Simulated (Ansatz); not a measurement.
# SnO2: equation of state

An exercise on one series of results from a longer session: the logs are not shown, and one member is left open.

Program: Ansatz 0.2.0. Level of theory: DFT PBE, scalar-relativistic. These are calculated values, not measurements.

## Starting point

It takes space group P4_2/mnm (No. 136, tetragonal). The conventional cell has a = 4.737 Å, b = 4.737 Å, c = 3.186 Å, α = 90.00°, β = 90.00°, γ = 90.00°. Around Sn (site symmetry mmm) lie 6 O at 2.05 to 2.06 Å. O (site symmetry m2m) is surrounded by 3 Sn at 2.05 to 2.06 Å.

As a file:

```cif
data_structure
_symmetry_space_group_name_H-M 'P4_2/mnm'
_symmetry_Int_Tables_number 136
_cell_length_a 4.7373
_cell_length_b 4.7373
_cell_length_c 3.1864
_cell_angle_alpha 90.000
_cell_angle_beta 90.000
_cell_angle_gamma 90.000
_cell_volume 71.51
loop_
_atom_site_label
_atom_site_type_symbol
_atom_site_symmetry_multiplicity
_atom_site_Wyckoff_symbol
_atom_site_fract_x
_atom_site_fract_y
_atom_site_fract_z
_atom_site_occupancy
Sn1 Sn 2 a 0.00000 0.00000 0.00000 1
O1 O 4 f 0.30562 0.30562 0.00000 1
```

The file gives the conventional cell by its symmetry; the runs use the cell typed in the input.

Atoms are numbered in the order of the input: Sn1, Sn2, O3, O4, O5, O6.

Set-up of the first run:

File input.yaml:

```yaml
crystal:
  lattice:
    - [4.6733239081, 0.0, 0.0]
    - [0.0, 4.6733239081, 0.0]
    - [0.0, 0.0, 3.1433352615]
  atoms:
    - { symbol: Sn, position: [0.0, 0.0, 0.0] }
    - { symbol: Sn, position: [0.5, 0.5, 0.5] }
    - { symbol: O, position: [0.30562, 0.30562, 0.0] }
    - { symbol: O, position: [0.19438, 0.80562, 0.5] }
    - { symbol: O, position: [0.69438, 0.69438, 0.0] }
    - { symbol: O, position: [0.80562, 0.19438, 0.5] }
kpoints:
  mp_grid: { grid: [4, 4, 6] }
  band_path:
    path:
      - [0.0, 0.0, 0.0]
      - [0.0, 0.5, 0.0]
      - [0.5, 0.5, 0.0]
      - [0.0, 0.0, 0.0]
      - [0.0, 0.0, 0.5]
      - [0.0, 0.5, 0.5]
      - [0.5, 0.5, 0.5]
      - [0.0, 0.0, 0.5]
      - [0.0, 0.5, 0.0]
    npoints: 5
scf:
  occupations: { method: fermi_dirac, width: 0.03 }
hamiltonian:
  xc: pbe
  pseudopotentials: { kind: all_electron, lapw: { basis_error: 0.001 } }
output:
  forces: true
  stress: true
  eigenvalues: true
```

Started as:

```console
$ ansatz run input.yaml --threads 2 --pin off --max-ram 6144MiB --backend cpu --events-out ev --progress --plain --runs-dir out
```

Among the steps run: Volume × 0.96, LAPW; Volume × 0.96, PAW; Volume × 0.96, crystal datasets; Volume × 0.99, LAPW; Volume × 0.99, PAW; Volume × 0.99, crystal datasets; Volume × 1.02, LAPW; Volume × 1.02, PAW; Volume × 1.02, crystal datasets; Volume × 1.06, LAPW; Volume × 1.06, PAW; Volume × 1.06, crystal datasets.

One table of the session follows, with a row left open; its other results are not shown here.

```
          method  volume (Å³/atom)  pressure (GPa)  gap on the k mesh (eV)  largest force (eV/Å)
            LAPW            11.442           21.15                    1.75                 0.182
            LAPW            11.799           13.14                    1.37                 0.068
            LAPW            12.157            6.34                    1.03                 0.033
            LAPW            12.634           -1.12                    0.60                 0.152
             PAW            11.442           21.24                    1.74                 0.184
             PAW            11.799           13.20                    1.37                 0.070
             PAW            12.157            6.37                    1.02                 0.031
             PAW            12.634           -1.10                    0.60                 0.149
crystal datasets            11.442           21.15                    1.75                 0.182
crystal datasets            11.799               ?                       ?                     ?
crystal datasets            12.157            6.34                    1.03                 0.033
crystal datasets            12.634           -1.12                    0.60                 0.151
```

Estimate the missing values for crystal datasets, 11.799.

**Answer.** pressure (GPa): 13.13; gap on the k mesh (eV): 1.37; largest force (eV/Å): 0.068. In the column «pressure (GPa)» it lies between PAW, 12.157 (6.37) and LAPW, 11.799 (13.14).

To keep in mind: Shape and positions are held, so a fully relaxed modulus can be lower. These are semilocal Kohn-Sham gaps, which aren't the measured quantity. Warnings in the runs' records: gradients without spin orbit, crystal datasets made.
